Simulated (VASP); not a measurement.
Set up this calculation in VASP 6.6.1, as the native input.

```yaml
Task: vibrations by finite differences
Functional: PBE
Dispersion: D3(BJ)
Potentials_or_basis: VASP PAW PBE potentials, release 64 (B, N)
Cutoff: 520 eV
k_mesh: 9 × 9 × 4
Occupations: gaussian, width 0.02 eV
Spin: no spin polarisation
Further_INCAR_settings: ALGO = Normal; EDIFF = 1e-08; NBANDS = 16; IBRION = 6; POTIM = 0.015; NSW = 1
```

The structure of BN lies in POSCAR:

```
BN                                      
1.0
    2.5234142764      0.0000000000      0.0000000000
   -1.2617071382      2.1853408628      0.0000000000
    0.0000000000      0.0000000000      6.6291923332
  B               N             
     2     2
Direct
     0.3333333300000021    0.6666666699999979    0.2500000000000000
     0.6666666699999979    0.3333333300000021    0.7500000000000000
     0.3333333300000021    0.6666666699999979    0.7500000000000000
     0.6666666699999979    0.3333333300000021    0.2500000000000000
```

The cell isn't the ideal one: a relaxed cell with its volume scaled by 1.02.

The input as run:

INCAR

```
SYSTEM = BN
PREC = Accurate
ENCUT = 520
EDIFF = 1E-8
ISMEAR = 0
SIGMA = 0.02
LREAL = .FALSE.
LASPH = .TRUE.
NELM = 80
ALGO = Normal
ISIF = 2
LWAVE = .FALSE.
LCHARG = .FALSE.
GGA = PE
IVDW = 12
NBANDS = 16
IBRION = 6
NFREE = 2
POTIM = 0.015
NSW = 1
```

KPOINTS

```
Automatic mesh
0
G
  9 9 4
  0 0 0
```

Potentials or basis: VASP PAW PBE potentials, release 64 (B, N).

The run is started by

```console
$ cat potpaw_PBE.64/B/POTCAR potpaw_PBE.64/N/POTCAR > POTCAR
$ mpirun -np 1 vasp_std > vasp.out
```

Results of the run:

| Property | Result |
| --- | --- |
| Highest phonon frequency at Γ, LO-TO splitting left out | 1315 cm⁻¹ |
| Dispersion energy per atom | -0.139 eV |

Run time: 2.4 min on 1 thread of Intel(R) Xeon(R) Platinum 8488C (Sapphire Rapids), on a shared host, peak memory 0.25 GiB.
